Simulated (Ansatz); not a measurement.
# MgS: the cost of one run

Program: Ansatz 0.2.0. Level of theory: DFT PBE, scalar-relativistic, plane waves, PAW. These are calculated values, not measurements.

1 further run of the same task is left out (set aside as unsound or not needed).

### Step 1. Starting point

Symmetry: F-43m, No. 216, cubic system. The conventional cell has a = 5.697 Å, b = 5.697 Å, c = 5.697 Å, α = 90.00°, β = 90.00°, γ = 90.00°. Mg (site symmetry -43m) has 4 S at 2.47 Å as nearest neighbours. S (site symmetry -43m) is surrounded by 4 Mg at 2.47 Å.

As a file:

```cif
data_structure
_symmetry_space_group_name_H-M 'P 1'
_symmetry_Int_Tables_number 1
_cell_length_a 4.0285
_cell_length_b 4.0285
_cell_length_c 4.0285
_cell_angle_alpha 60.000
_cell_angle_beta 60.000
_cell_angle_gamma 60.000
_cell_volume 46.23
loop_
_atom_site_label
_atom_site_type_symbol
_atom_site_fract_x
_atom_site_fract_y
_atom_site_fract_z
_atom_site_occupancy
Mg1 Mg 0.00000 0.00000 0.00000 1
S1 S 0.75000 0.75000 0.75000 1
```

It goes back to an entry of the Materials Project, which need not be the stable form.

It is the result of an earlier relaxation at this level (volume 23.11 Å³/atom; gap on the mesh: 3.37 eV).

### Step 2. Plan of the line

The energy is mapped over a normal mode and a strain (zone-centre modes of the cell shown, which folds in the wave vector (0, 0, 1/2) of the primitive cell).

First coordinate, amplitude of mode 12 (330 cm⁻¹), largest displacement in the unstrained cell: 5 values from −0.070 Å. Second coordinate, equal normal strain along x, y and z: 5 values from −2.50 %.

Nothing else is relaxed (the pattern is fixed in fractional coordinates). Energies count from the relaxed high-symmetry cell. Points are written as (first, second).

The modes come from a phonon run on the reference cell, made beforehand.

The patterns, per unit of each coordinate (Å):

```tsv
atom	x1	y1	z1
Mg1	0.577	0.577	-0.577
Mg2	-0.577	-0.577	0.577
S3	0.251	0.251	-0.251
S4	-0.251	-0.251	0.251
```

### Step 3. Grid point (−0.035 Å, −2.50 %)

The input, input.yaml:

```yaml
crystal:
  lattice:
    - [0.0, -2.7773757579, -2.7773757579]
    - [-2.7773757579, 0.0, -2.7773757579]
    - [2.7773757579, 2.7773757579, -5.5547515158]
  atoms:
    - { symbol: Mg, position: [0.0017733441, 0.0017733441, -0.005320331] }
    - { symbol: Mg, position: [0.4982266559, 0.4982266559, 0.505320331] }
    - { symbol: S, position: [0.3757699426, 0.3757699426, 0.872690419] }
    - { symbol: S, position: [0.8742300574, 0.8742300574, 0.377309581] }
basis:
  ecutwfc: 520.0
kpoints:
  mp_grid: { grid: [9, 9, 8] }
hamiltonian:
  xc: pbe
  pseudopotentials: { kind: paw }
scf:
  occupations: { method: gaussian, width: 0.05 }
output:
  forces: true
  stress: true
  eigenvalues: true
```

Run with:

```bash
$ ansatz run input.yaml --threads 1 --pin off --max-ram 2048MiB --backend cpu --events-out ev --progress --plain --runs-dir out
```

What time and memory should one allow on 1 thread of Arm Neoverse N1, shared host?

About 57 s, with a peak of 0.57 GiB.
